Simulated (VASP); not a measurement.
# BAs (F-43m) in VASP: settings compared

One crystal, BAs, is run at these levels: r2SCAN, PBE; tasks: equation of state, G0W0 quasiparticle levels.

Program: VASP 6.6.1. These are calculated values, not measurements. Logs are shortened: lines on timing, memory, paths and dates and some standing lists are left out, and cuts for length are marked.

**The experiment to reproduce.**

From “Basic Physical Properties of Cubic Boron Arsenide”, 2019, arxiv:1911.11281, for a bulk crystal of BAs: bulk modulus 148 GPa.

The results are compared with them further down.

### 1 The crystal as given

It takes space group F-43m (No. 216, cubic). The conventional cell has a = 4.777 Å, b = 4.777 Å, c = 4.777 Å, α = 90.00°, β = 90.00°, γ = 90.00°. As (site symmetry -43m) has 4 B at 2.07 Å as nearest neighbours. Around B (site symmetry -43m) lie 4 As at 2.07 Å.

### 2 Equation of state, r2SCAN

Potentials or basis: VASP PAW PBE potentials, release 64 (As, B).

No new run: the results of the series are fitted here.

What came out:

```yaml
Equilibrium_volume: 13.71 Å³/atom
Bulk_modulus: 142 GPa
Pressure_derivative_of_the_bulk_modulus: 4.1
```

Energy against volume, from the lowest point:
| volume (Å³/atom) | energy (meV/atom) |
| --- | --- |
| 12.809 | 29.46 |
| 13.081 | 13.75 |
| 13.354 | 4.13 |
| 13.626 | 0.00 |
| 13.899 | 0.84 |
| 14.171 | 6.17 |
| 14.444 | 15.56 |

Caveat: the PAW data sets were made with another functional, which shifts forces and pressure a little.

### 3 G0W0 quasiparticle levels, PBE

POSCAR reads:

```
BAs
1.0
    0.0000000000      2.3885000000      2.3885000000
    2.3885000000      0.0000000000      2.3885000000
    2.3885000000      2.3885000000      0.0000000000
As B
1 1
Direct
    0.7500000000      0.7500000000      0.7500000000
    0.0000000000      0.0000000000      0.0000000000
```

INCAR.step1 reads:

```
SYSTEM = BAs
ALGO     = Normal         ! electronic algorithm
EDIFF    = 1E-8           ! SCF threshold, eV
ENCUT    = 450            ! plane-wave cutoff, eV
GGA      = PE             ! functional
ISMEAR   = 0              ! smearing method
LASPH    = .True.         ! aspherical terms in the spheres
LCHARG   = .False.        ! write CHGCAR
LREAL    = .False.        ! projectors in reciprocal space
LWAVE    = .True.         ! write WAVECAR
NELM     = 60             ! most SCF steps
PREC     = Accurate       ! precision mode
SIGMA    = 0.01           ! smearing width, eV
```

INCAR.step2 reads:

```
SYSTEM = BAs
ALGO     = Exact          ! electronic algorithm
EDIFF    = 1E-8           ! SCF threshold, eV
ENCUT    = 450            ! plane-wave cutoff, eV
GGA      = PE             ! functional
ISMEAR   = 0              ! smearing method
ISTART   = 1            
LASPH    = .True.         ! aspherical terms in the spheres
LCHARG   = .False.        ! write CHGCAR
LOPTICS  = .True.         ! frequency-dependent dielectric function
LREAL    = .False.        ! projectors in reciprocal space
LWAVE    = .True.         ! write WAVECAR
NBANDS   = 167            ! bands
NELM     = 1              ! most SCF steps
PREC     = Accurate       ! precision mode
SIGMA    = 0.01           ! smearing width, eV
```

INCAR.step3 reads:

```
SYSTEM = BAs
ALGO     = EVGW0          ! electronic algorithm
EDIFF    = 1E-8           ! SCF threshold, eV
ENCUT    = 450            ! plane-wave cutoff, eV
ENCUTGW  = 260            ! cutoff of the response function
GGA      = PE             ! functional
ISMEAR   = 0              ! smearing method
ISTART   = 1            
LASPH    = .True.         ! aspherical terms in the spheres
LCHARG   = .False.        ! write CHGCAR
LREAL    = .False.        ! projectors in reciprocal space
LWAVE    = .False.        ! write WAVECAR
NBANDS   = 167            ! bands
NBANDSGW = 12           
NELMGW   = 1            
NOMEGA   = 48             ! frequency points
PREC     = Accurate       ! precision mode
PRECFOCK = Fast         
SIGMA    = 0.01           ! smearing width, eV
```

KPOINTS reads:

```
k-points
0
Gamma
  4 4 4
  0 0 0
```

Potentials or basis: VASP PAW PBE potentials, release 64 (As_GW, B_GW).

The run is started by

```bash
cat potpaw_PBE.64/As_GW/POTCAR potpaw_PBE.64/B_GW/POTCAR > POTCAR
cp INCAR.step1 INCAR
mpirun -np 1 vasp_std > vasp.out
cp INCAR.step2 INCAR
mpirun -np 1 vasp_std > vasp.out
cp INCAR.step3 INCAR
mpirun -np 1 vasp_std > vasp.out
```

OUTCAR:

```text
SYSTEM = BAs
   EDIFF = 1E-8
   ENCUT = 450
   ENCUTGW = 260
   GGA = PE
   ISMEAR = 0
   ISTART = 1
   LASPH = .True.
   LREAL = .False.
   NELMGW = 1
   PREC = Accurate
   PRECFOCK = Fast

 Found      8 irreducible k-points:

 Following reciprocal coordinates:
            Coordinates               Weight
  0.000000  0.000000  0.000000      1.000000
[... 86 lines left out ...]
      2       6.2037       5.5662     -13.4053     -12.5970     -14.3135       0.7887       2.0000       0.0224
      3       6.2037       5.5662     -13.4053     -12.5970     -14.3135       0.7887       2.0000       0.0224
      4       6.2037       5.5662     -13.4053     -12.5970     -14.3135       0.7887       2.0000       0.0224
      5       9.4629       9.6750     -11.1111     -11.3816      -6.5810       0.7840       0.0000      -0.1049
      6       9.4629       9.6750     -11.1111     -11.3816      -6.5810       0.7840       0.0000      -0.1049
      7       9.4629       9.6750     -11.1111     -11.3816      -6.5810       0.7840       0.0000      -0.1049
      8      10.8667      11.2937     -12.0469     -12.6109      -6.4529       0.7572       0.0000      -0.1524
      9      15.7679      15.6884      -8.9980      -8.8971      -3.0349       0.7886       0.0000      -0.2957
     10      19.1304      19.0811     -10.4711     -10.4077      -4.3645       0.7758       0.0000      -0.3383
     11      19.1304      19.0811     -10.4711     -10.4077      -4.3645       0.7758       0.0000      -0.3383
     12      20.5439      20.3729      -9.2271      -9.0130      -2.4955       0.7991       0.0000      -0.6946
[... 68 lines left out ...]
      1      -6.6902      -7.4763     -13.0429     -11.9562     -18.8332       0.7234       2.0000       0.7884
      2      -0.4489      -1.2549     -13.0807     -11.9901     -16.4218       0.7390       2.0000       0.1655
      3       1.0995       0.3174     -12.3555     -11.3266     -14.7753       0.7602       2.0000       0.0808
      4       4.2299       3.5350     -13.1227     -12.2318     -14.6241       0.7800       2.0000       0.0282
      5       9.6999       9.8446     -10.7121     -10.8971      -5.8655       0.7824       0.0000      -0.1184
      6      12.3005      12.5723     -11.1807     -11.5369      -5.6375       0.7630       0.0000      -0.1653
      7      13.1564      13.4158     -11.1532     -11.4921      -5.4438       0.7654       0.0000      -0.1814
      8      13.5835      13.7148     -11.1297     -11.3030      -5.1745       0.7580       0.0000      -0.2082
      9      16.5469      16.4462      -9.8936      -9.7659      -4.2043       0.7886       0.0000      -0.2679
     10      18.3363      18.4013     -10.4210     -10.5068      -3.7002       0.7577       0.0000      -0.4391
     11      21.8208      22.0299     -10.7067     -10.9834      -3.3448       0.7557       0.0000      -0.7178
     12      23.5376      23.3994      -9.5659      -9.3853      -2.6807       0.7654       0.0000      -0.6896

 [... further k-points ...]
```

OUTCAR.step1:

```text
SYSTEM = BAs
   EDIFF = 1E-8
   ENCUT = 450
   GGA = PE
   ISMEAR = 0
   LASPH = .True.
   LREAL = .False.
[... 176 lines left out ...]
      3.58275      3.58275      3.58275         0.000000      0.000000      0.000000
      0.00000      0.00000      0.00000        -0.000000     -0.000000     -0.000000
 -----------------------------------------------------------------------------------
    total drift:                               -0.000000     -0.000000     -0.000000

  FREE ENERGIE OF THE ION-ELECTRON SYSTEM (eV)
  ---------------------------------------------------
  free  energy   TOTEN  =       -11.2355841101 eV

  energy  without entropy=      -11.2355841101  energy(sigma->0) =      -11.23558411
```

It took 64 s on 1 thread of Intel Xeon Platinum 8488C (Sapphire Rapids), shared host; peak memory 0.36 GiB.

These settings aren't checked as converged: the numbers below hold their error.

What came out:

```
Band gap on the k mesh, mean-field level : 1.41 eV, indirect (least direct gap 3.26 eV)
Quasiparticle gap                        : 1.94 eV
Least direct quasiparticle gap           : 4.11 eV
```

Caveat: the k mesh is coarse (spacing up to 0.57 Å⁻¹), so the values aren't converged; bands, screening cutoff and mesh are small and nothing is extrapolated, so the quasiparticle values aren't converged.

### 4 G0W0 quasiparticle levels, PBE

POSCAR is that of step 3.

INCAR.step1 is that of step 3.

Changes to INCAR.step2 since step 3:

```diff
@@ -12,3 +12,3 @@
 LWAVE    = .True.         ! write WAVECAR
-NBANDS   = 167            ! bands
+NBANDS   = 20             ! bands
 NELM     = 1              ! most SCF steps
```

Changes to INCAR.step3 since step 3:

```diff
@@ -4,3 +4,3 @@
 ENCUT    = 450            ! plane-wave cutoff, eV
-ENCUTGW  = 260            ! cutoff of the response function
+ENCUTGW  = 100            ! cutoff of the response function
 GGA      = PE             ! functional
@@ -12,3 +12,3 @@
 LWAVE    = .False.        ! write WAVECAR
-NBANDS   = 167            ! bands
+NBANDS   = 20             ! bands
 NBANDSGW = 12
```

KPOINTS reads:

```
k-points
0
Gamma
  2 2 2
  0 0 0
```

Potentials or basis: VASP PAW PBE potentials, release 64 (As_GW, B_GW).

The run is started by

```bash
cat potpaw_PBE.64/As_GW/POTCAR potpaw_PBE.64/B_GW/POTCAR > POTCAR
cp INCAR.step1 INCAR
mpirun -np 1 vasp_std > vasp.out
cp INCAR.step2 INCAR
mpirun -np 1 vasp_std > vasp.out
cp INCAR.step3 INCAR
mpirun -np 1 vasp_std > vasp.out
```

OUTCAR:

```text
SYSTEM = BAs
   EDIFF = 1E-8
   ENCUT = 450
   ENCUTGW = 100
   GGA = PE
   ISMEAR = 0
   ISTART = 1
   LASPH = .True.
   LREAL = .False.
   NELMGW = 1
   PREC = Accurate
   PRECFOCK = Fast

 Found      3 irreducible k-points:

 Following reciprocal coordinates:
            Coordinates               Weight
  0.000000  0.000000  0.000000      1.000000
  0.500000  0.000000  0.000000      4.000000
  0.500000  0.500000  0.000000      3.000000
   k-points           NKPTS =      3   k-points in BZ     NKDIM =      8   number of bands    NBANDS=     20
   number of dos      NEDOS =    301   number of ions     NIONS =      2
   total plane-waves  NPLWV =  13824
   dimension x,y,z NGX =    24 NGY =   24 NGZ =   24
   dimension x,y,z NGXF=    48 NGYF=   48 NGZF=   48
   ions per type =               1   1
   NGX,Y,Z   is equivalent  to a cutoff of  11.81, 11.81, 11.81 a.u.
   NGXF,Y,Z  is equivalent  to a cutoff of  23.62, 23.62, 23.62 a.u.
 SYSTEM =  BAs
   PREC   = accura    normal or accurate (medium, high low for compatibility)
   ISTART =      1    job   : 0-new  1-cont  2-samecut
   ICHARG =      0    charge: 1-file 2-atom 10-const
   ISPIN  =      1    spin polarized calculation?
   LNONCOLLINEAR =      F non collinear calculations
   LSORBIT =      F    spin-orbit coupling
   LASPH  =      T    aspherical Exc in radial PAW
   ENCUT  =  450.0 eV  33.07 Ry    5.75 a.u.   5.84  5.84  5.84*2*pi/ulx,y,z
   NELM   =     60;   NELMIN=  2; NELMDL=  0     # of ELM steps
   EDIFF  = 0.1E-07   stopping-criterion for ELM
   LREAL  =      F    real-space projection
   EDIFFG = 0.1E-06   stopping-criterion for IOM
   NSW    =      0    number of steps for IOM
   IBRION =     -1    ionic relax: 0-MD 1-quasi-New 2-CG
   NFREE  =      0    steps in history (QN), initial steepest desc. (CG)
   ISIF   =      0    stress and relaxation
   ISYM   =      3    0-nonsym 1-usesym 2-fastsym
   POTIM  = 0.5000    time-step for ionic-motion
   TEBEG  =    0.0;   TEEND  =   0.0 temperature during run
   PSTRESS=    0.0 pullay stress
   NELECT =       8.0000    total number of electrons
   NUPDOWN=      -1.0000    fix difference up-down
   EMIN   =  10.00;   EMAX   =-10.00  energy-range for DOS
   EFERMI =   0.00;   METHOD = LEGACY
   ISMEAR =     0;   SIGMA  =   0.01  broadening in eV -4-tet -1-fermi 0-gaus
   EFERMI_NEDOS =   21; number of points for ismear=-14 and -15
   IALGO  =     38    algorithm
   IMIX   =      4    mixing-type and parameters
     AMIX     =   0.40;   BMIX     =  1.00
     AMIX_MAG =   1.60;   BMIX_MAG =  1.00
  volume/ion in A,a.u.               =      13.63        91.95
  Fermi-wavevector in a.u.,A,eV,Ry     =   1.088018  2.056057 16.106360  1.183784
  Thomas-Fermi vector in A             =   2.224191
   LORBIT       =      0    0 simple, 1 ext, 2 COOP (PROOUT), +10 PAW based schemes
   GGA     = PE    functional components
   LHFCALC =     T    Hartree Fock is set to
   PRECFOCK=fast      Normal, Fast or Accurate (Low or Medium for compatibility)
   ENCUT4O =  -1.0   cutoff for four orbital integrals eV
   NKREDX  =     1    reduce k-point grid by
   NKREDY  =     1    reduce k-point grid by
   NKREDZ  =     1    reduce k-point grid by
   AEXX    =    1.0000 exact exchange contribution
   HFSCREEN=    0.0000 screening length (either q_TF or 0.3 A-1)
   HFSCREENC=   0.0000 screening length for correlation (either q_TF or 0.3 A-1)
   ENCUTFOCK=  -1.0 apply spherical cutoff to Coloumb kernel
   IVDW    =     0    specifies the selected vdW correction
   LEPSILON=     F    determine dielectric tensor
   LRPA    =     F    only Hartree local field effects (RPA)
   LRPAFORCE           =     F    calculate RPA forces
   ENCUTGW             = 100.0    cutoff for response function in eV
   ENCUTGWSOFT         =  80.0    soft cutoff for Coulomb kernel in GW response function in eV
   ENCUTLF             =  -1.0    cutoff for local field effects
   NELMGW              =     1    number of iterations in solving QP/BSE equation
   NELMHF              =     1    number of iterations in the inner HF iteration
   NKREDLFX            =     1    NKREDLFY  =   1   NKREDLFZ  =   1
 non-spin polarized calculation
 Gauss-broadening in eV      SIGMA  =   0.01
  energy-cutoff  :      450.00
  volume of cell :       27.25
 maximum number of plane-waves:       609
 NGX is ok and might be reduce to    24
  NGX = 14; NGY = 14; NGZ = 14
   NGX = 11   NGY = 11   NGZ = 11
 maximum number of plane-waves:        70
 NGX is ok and might be reduce to    14

 QP shifts <psi_nk| G(iteration)W_0 |psi_nk>: iteration 1
 for sc-GW calculations column KS-energies equals QP-energies in previous step
 and V_xc(KS)=  KS-energies - (<T + V_ion + V_H > + <T+V_H+V_ion>^1  + <V_x>^1)

 k-point   1 :       0.0000    0.0000    0.0000
  band No.  KS-energies  QP-energies   sigma(KS)   V_xc(KS)     V^pw_x(r,r')   Z            occupation Imag(sigma)

      1      -9.0114      -9.4746     -12.2500     -11.6138     -19.3632       0.7282       2.0000       1.1331
      2       6.4980       6.6421     -12.4786     -12.6621     -15.8180       0.7849       2.0000       0.1108
      3       6.4980       6.6421     -12.4786     -12.6621     -15.8180       0.7849       2.0000       0.1108
      4       6.4980       6.6421     -12.4786     -12.6621     -15.8180       0.7849       2.0000       0.1108
      5       9.6378      10.5340     -10.1850     -11.3294      -5.7515       0.7831       0.0000      -0.1071
      6       9.6378      10.5340     -10.1850     -11.3294      -5.7515       0.7831       0.0000      -0.1071
      7       9.6378      10.5340     -10.1850     -11.3294      -5.7515       0.7831       0.0000      -0.1071
      8      11.1850      12.2912     -11.0760     -12.5657      -5.5740       0.7425       0.0000      -0.2670
      9      16.0002      16.3755      -8.1082      -8.5568      -2.7113       0.8364       0.0000      -0.3650
     10      19.2406      20.0890      -9.3023     -10.3740      -4.2081       0.7917       0.0000      -0.2764
     11      19.2406      20.0890      -9.3023     -10.3740      -4.2081       0.7917       0.0000      -0.2764
     12      20.6423      21.2149      -8.0456      -8.7687      -2.2547       0.7918       0.0000      -0.5871

 k-point   2 :       0.5000    0.0000    0.0000
  band No.  KS-energies  QP-energies   sigma(KS)   V_xc(KS)     V^pw_x(r,r')   Z            occupation Imag(sigma)

      1      -6.1231      -6.4137     -12.5411     -12.1369     -18.7354       0.7190       2.0000       0.7869
      2      -2.3908      -2.8120     -11.6948     -11.1754     -16.2708       0.8110       2.0000       0.5923
      3       4.6360       4.7437     -12.2286     -12.3670     -15.7865       0.7783       2.0000       0.1336
      4       4.6360       4.7437     -12.2286     -12.3670     -15.7865       0.7783       2.0000       0.1336
      5       9.1363       9.9630     -10.4870     -11.5412      -5.7934       0.7842       0.0000      -0.1511
      6      11.1291      11.9201      -9.7876     -10.7730      -5.0955       0.8027       0.0000      -0.2010
      7      11.1291      11.9201      -9.7876     -10.7730      -5.0955       0.8027       0.0000      -0.2010
      8      15.2746      15.7251      -8.7064      -9.2685      -3.0106       0.8014       0.0000      -0.4114
      9      19.2336      20.2432      -9.0052     -10.2860      -3.4361       0.7882       0.0000      -0.4805
     10      20.9346      22.0230      -9.1649     -10.5852      -3.5799       0.7663       0.0000      -0.5225
     11      20.9346      22.0230      -9.1649     -10.5852      -3.5799       0.7663       0.0000      -0.5225
     12      22.7494      23.9855      -9.8025     -11.3685      -3.7244       0.7893       0.0000      -0.8332

 k-point   3 :       0.5000    0.5000    0.0000
  band No.  KS-energies  QP-energies   sigma(KS)   V_xc(KS)     V^pw_x(r,r')   Z            occupation Imag(sigma)

      1      -4.8078      -4.9366     -12.4265     -12.2620     -18.2223       0.7832       2.0000       0.7377
      2      -2.0929      -2.5315     -12.3781     -11.8115     -17.1612       0.7741       2.0000       0.5626
      3       2.3343       2.3155     -11.8524     -11.8285     -15.6873       0.7857       2.0000       0.2004
      4       2.3343       2.3155     -11.8524     -11.8285     -15.6873       0.7857       2.0000       0.2004
      5       7.7806       8.1195      -9.4689      -9.8949      -4.9697       0.7956       0.0000      -0.1218
      6       7.8145       8.2723      -9.2147      -9.7858      -4.7002       0.8015       0.0000      -0.1150
      7      17.8497      19.3360     -10.4202     -12.3104      -4.6225       0.7863       0.0000      -0.5448
      8      17.8497      19.3360     -10.4202     -12.3104      -4.6225       0.7863       0.0000      -0.5448
      9      19.4379      20.7952      -9.9178     -11.6417      -4.0463       0.7873       0.0000      -0.5146
     10      23.7022      24.8085      -9.8410     -11.2960      -3.5950       0.7604       0.0000      -0.8773
     11      24.2033      25.3514      -9.1456     -10.5925      -4.0140       0.7934       0.0000      -0.5741
     12      24.2033      25.3514      -9.1456     -10.5925      -4.0140       0.7934       0.0000      -0.5741
```

Run time: 7 s. Hardware: 1 thread of Intel Xeon Platinum 8488C (Sapphire Rapids), shared host; peak memory 0.16 GiB.

The run converged, but some of its settings lie outside the range that counts as converged, so its numbers aren't taken as properties of the crystal.

What came out:

- Band gap on the k mesh, mean-field level: 1.28 eV, indirect (least direct gap 3.14 eV)
- Quasiparticle gap: 1.48 eV
- Least direct quasiparticle gap: 3.89 eV

Caveat: the k mesh is coarse (spacing up to 1.14 Å⁻¹), so the values aren't converged; bands, screening cutoff and mesh are small and nothing is extrapolated, so the quasiparticle values aren't converged.

(Continued in part 2 of 3.)
